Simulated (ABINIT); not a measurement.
Here is an ABINIT 10.8.3 (patched build) calculation.

run.abi

```
# Pseudopotentials
pp_dirpath "./"
pseudos "Si.GGA_PBE-JTH.xml, C.GGA_PBE-JTH.xml"

# Structure
acell 5.8127975593 5.8127975593 9.5393374771
rprim
     1.0000000000     0.0000000000     0.0000000000
    -0.5000000000     0.8660254038     0.0000000000
     0.0000000000     0.0000000000     1.0000000000
ntypat 2
znucl 14 6
natom 4
typat 1 1 2 2
xcart
     1.5380000002     0.8879647139     2.5240000000
    -0.0000000002     1.7759294281     0.0000000000
     1.5380000002     0.8879647139     4.4674800000
    -0.0000000002     1.7759294281     1.9434800000 Angstrom

# Plane-wave basis
ecut 15.0
pawecutdg 30.0

# k points
kptopt 1
ngkpt 8 8 4
nshiftk 1
shiftk 0.0 0.0 0.0

# Exchange and correlation
ixc -116133

# Bands and occupations
nband 12
occopt 3
tsmear 0.00183747

# SCF cycle
nstep 100
tolvrs 1.0e-9

# Output
iomode 3
prtwf 0
prtden 0
prteig 0
prtebands 0
enunit 2
```

Potentials or basis: JTH PAW PBE v2.0.

Command:

```console
$ abinit run.abi > log 2>&1
```

**Question.** Estimate the band gap on the k mesh.

**Answer.** 2.43 eV, indirect (least direct gap 3.97 eV).

**Question.** Estimate the largest force.

**Answer.** 0.741 eV/Å.

Forces on the atoms (eV/Å):
```
Si   0.000  0.000  0.741
Si   0.000  0.000  0.741
C    0.000  0.000 -0.741
C    0.000  0.000 -0.741
```

Caveat: the PAW data sets were made with another functional, which shifts forces and pressure a little. A k mesh can miss the band edges.
